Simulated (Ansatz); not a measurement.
Crystal: ZrS.

```
Zr S
1.0
     0.00000    2.62500    2.62500
     2.62500    0.00000    2.62500
     2.62500    2.62500    0.00000
Zr S
1 1
Direct
  0.00000 0.00000 0.00000
  0.50000 0.50000 0.50000
```

Base run:

| Quantity | Value |
| --- | --- |
| Program | Ansatz 0.2.0 |
| Functional | BLYP |
| Potentials or basis | all-electron LAPW, scalar-relativistic |
| Cutoff | 212 eV |
| Density cutoff | 846 eV |
| Basis error allowed | 0.001 eV/atom |
| k mesh | 9 × 9 × 9 |
| Occupations | fermi-dirac, width 0.05 eV |
| Spin | no spin polarisation |

Its results: pressure 5.4 GPa.

Problem. After a change of settings the same cell gave: pressure -9.1 GPa. Which change was it?
A. functional from BLYP to PBEsol
B. functional from BLYP to PBEsol; potentials or basis from all-electron LAPW, scalar-relativistic to all-electron LAPW, non-relativistic
C. functional from BLYP to PBEsol; occupations from fermi-dirac, width 0.05 eV to gaussian, width 0.05 eV
D. functional from BLYP to LDA

Solution. D.

LDA binds more tightly than BLYP, so the same cell stands under less pressure.

Not every run made on this cell is shown here.
